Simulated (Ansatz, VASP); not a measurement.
# Ni in VASP and in Ansatz

```xyz
1
Lattice="0.0000 1.7619 1.7619 1.7619 0.0000 1.7619 1.7619 1.7619 0.0000" Properties=species:S:1:pos:R:3 pbc="T T T"
Ni    0.0000    0.0000    0.0000
```

Alike in both runs: task relaxation of cell and atoms; functional PBE; k mesh 15 × 15 × 15; occupations fermi-dirac, width 0.1 eV; no spin polarisation.

|  | VASP | Ansatz |
| --- | --- | --- |
| version | VASP 6.6.1 | Ansatz 0.2.0 |
| potentials or method | VASP PAW PBE potentials, release 64 (Ni) | plane waves (420 eV) with PAW, scalar-relativistic |
| plane-wave cutoff (eV) | 600 | 420 |
| valence electrons in the cell | 10 | 18 |

|  | VASP | Ansatz | Ansatz less VASP |
| --- | --- | --- | --- |
| relaxed volume (Å³/atom) | 10.85 | 10.85 | +0.006 |
| relaxed cell length with the largest relative difference (Å) | 2.485 | 2.485 | +0.0004 |

The two sets of potentials don't hold the same shells in valence.

Caveats: the run has no spin polarisation, though such a crystal can be magnetic. Spin polarisation is off, so any magnetic state and its effect on volume and gap are missing.
